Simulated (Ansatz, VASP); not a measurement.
# TiTe2, level by level in two programs

```xyz
3
Lattice="3.7260 0.0000 0.0000 -1.8630 3.2268 0.0000 0.0000 0.0000 6.4102" Properties=species:S:1:pos:R:3 pbc="T T T"
Te    0.0000    2.1512    4.7256
Te    1.8630    1.0756    1.6846
Ti    0.0000    0.0000    0.0000
```

Change from the starting cell: volume scaled by 0.96.

Single points on this cell with VASP 6.6.1 and Ansatz 0.2.0. Each row is one pair of runs. Alike in all rows: spin: off; k mesh: 8 × 8 × 4; smearing: fermi-dirac, width 0.05 eV; VASP's potentials, cutoff: VASP PAW PBE potentials, release 64 (Te, Ti_sv), 520 eV.

| level | Ansatz's potentials, cutoff | gap on the k mesh at the Fermi level (eV), VASP | gap on the k mesh at the Fermi level (eV), Ansatz | pressure (GPa), VASP | pressure (GPa), Ansatz | largest component of the traceless stress (GPa), VASP | largest component of the traceless stress (GPa), Ansatz |
| --- | --- | --- | --- | --- | --- | --- | --- |
| PBE | Ansatz PAW earlier set, 910 eV | none | none | 3.8 | 3.8 | 0.59 | 0.59 |
| PBE | PseudoDojo stringent (PBE files), 1450 eV | none | none | 3.8 | 3.8 | 0.59 | 0.58 |
| PBE | Ansatz PAW, 420 eV | none | none | 3.8 | 3.8 | 0.59 | 0.58 |
| PBEsol | Ansatz PAW, 420 eV | none | none | 0.4 | 0.4 | 0.59 | 0.59 |

Pressure (GPa): the two programs differ by at most 0.05; largest component of the traceless stress (GPa): the two programs differ by at most 0.007.

A gap of «none» marks a metal or a gap that the smearing closes.

Caveats: this functional lacks dispersion, which binds the layers, so the pressure and a relaxed spacing across them are unreliable (some rows); the PAW data sets were made with another functional, which shifts forces and pressure a little (VASP); the PAW data sets come from PBE, with cores solved anew for the run's functional, which leaves a small shift of forces and pressure (Ansatz).
